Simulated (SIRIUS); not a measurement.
Set up this calculation in SIRIUS 7.10.0, as the native input.

* Task: single point
* Functional: PBE
* Potentials or basis: PseudoDojo 0.4.1 PBE standard (scalar relativistic)
* Cutoff: 1152 eV
* Density cutoff: 4606 eV
* k mesh: 10 × 10 × 10
* Occupations: fermi-dirac, width 0.05 eV
* Spin: no spin polarisation
* Libxc names: ["XC_GGA_X_PBE", "XC_GGA_C_PBE"]
* Energy tol: 1e-08 Ha
* Density tol: 1e-06
* Mixer: anderson
* Mixing beta: 0.7
* Max scf: 100
* Radial cutoff for the potentials' integrals: 6.5 bohr

The system is GaN.

```
Ga N
1.0
     2.98064    0.00000    0.00000
    -1.49032    2.58131    0.00000
     0.00000    0.00000    2.68337
Ga N
1 1
Direct
  0.66667 0.33333 0.50000
  0.00000 0.00000 0.00000
```

The cell was built by a generator and needn't be a form met in nature.

These files were run (other wordings do the same):

sirius.json

```json
{
  "control": {
    "processing_unit": "cpu",
    "verbosity": 2,
    "num_bands_to_print": 16,
    "print_forces": true,
    "print_stress": true
  },
  "parameters": {
    "electronic_structure_method": "pseudopotential",
    "xc_functionals": ["XC_GGA_X_PBE", "XC_GGA_C_PBE"],
    "gk_cutoff": 9.2,
    "pw_cutoff": 18.4,
    "ngridk": [10, 10, 10],
    "shiftk": [0, 0, 0],
    "smearing": "fermi_dirac",
    "smearing_width": 0.0018374661,
    "num_bands": 16,
    "num_mag_dims": 0,
    "num_dft_iter": 100,
    "energy_tol": 1e-08,
    "density_tol": 1e-06
  },
  "iterative_solver": {
    "type": "davidson",
    "min_tolerance": 1e-09,
    "tolerance_scale": [0.1, 0.25]
  },
  "mixer": {
    "type": "anderson",
    "beta": 0.7,
    "max_history": 8
  },
  "settings": {
    "tol_ne": 1e-10,
    "pseudo_grid_cutoff": 6.5
  },
  "unit_cell": {
    "lattice_vectors": [
      [5.632593276105, 0.0, 0.0],
      [-2.816296638052, 4.877968942758, 0.0],
      [0.0, 0.0, 5.070834391037]
    ],
    "atom_coordinate_units": "lattice",
    "atom_types": ["Ga", "N"],
    "atom_files": {
      "Ga": "Ga.json",
      "N": "N.json"
    },
    "atoms": {
      "Ga": [
        [0.66667, 0.33333, 0.5]
      ],
      "N": [
        [0.0, 0.0, 0.0]
      ]
    }
  }
}
```

Potentials or basis: PseudoDojo 0.4.1 PBE standard (scalar relativistic).

The run is started by

```console
$ upf_to_json Ga.upf
$ upf_to_json N.upf
$ OMP_NUM_THREADS=1 sirius.scf --input=sirius.json --output=out.json --task=0
```

It gave:

| Quantity | Value |
| --- | --- |
| Pressure | 0.2 GPa |
| Band gap on the k mesh | none (metal or under the smearing width) |

Wall time 82 s on 1 thread of Arm Neoverse V2, with other jobs on the host, peak memory 0.68 GiB.
